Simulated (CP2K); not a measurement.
Ir:

```
CELL_PARAMETERS angstrom
2.70907 0.00000 0.00000
1.35453 2.34612 0.00000
1.35453 0.78204 2.21194
ATOMIC_POSITIONS crystal
Ir 0.00000 0.00000 0.00000
```

Base run:

- Program: CP2K 2026.2
- Functional: PBE
- Potentials or basis: POTENTIAL_UZH Ir GTH-PBE0-q17; DZVP-MOLOPT-SR-GTH basis
- Density cutoff: 6123 eV
- k mesh: 12 × 12 × 12
- Occupations: fermi-dirac, width 0.05 eV
- Spin: no spin polarisation

Its results: band gap on the k mesh none (metal or under the smearing width); pressure 11.4 GPa.

Task: The run is repeated on the same cell with these changes: potentials or basis from POTENTIAL_UZH Ir GTH-PBE0-q17; DZVP-MOLOPT-SR-GTH basis to GTH_POTENTIALS Ir GTH-PADE-q17; DZVP-MOLOPT-SR-GTH basis; potentials from Ir GTH-PBE0-q17 of POTENTIAL_UZH to Ir GTH-PADE-q17 of GTH_POTENTIALS. What comes out?

Result: Band gap on the k mesh none (metal or under the smearing width); pressure -4.6 GPa.

Caveats: the basis of atomic orbitals isn't converged, which shifts pressures, moduli and gaps; the potentials were made for another functional, which shifts forces and pressure (some runs).

Not every run made on this cell is shown here.
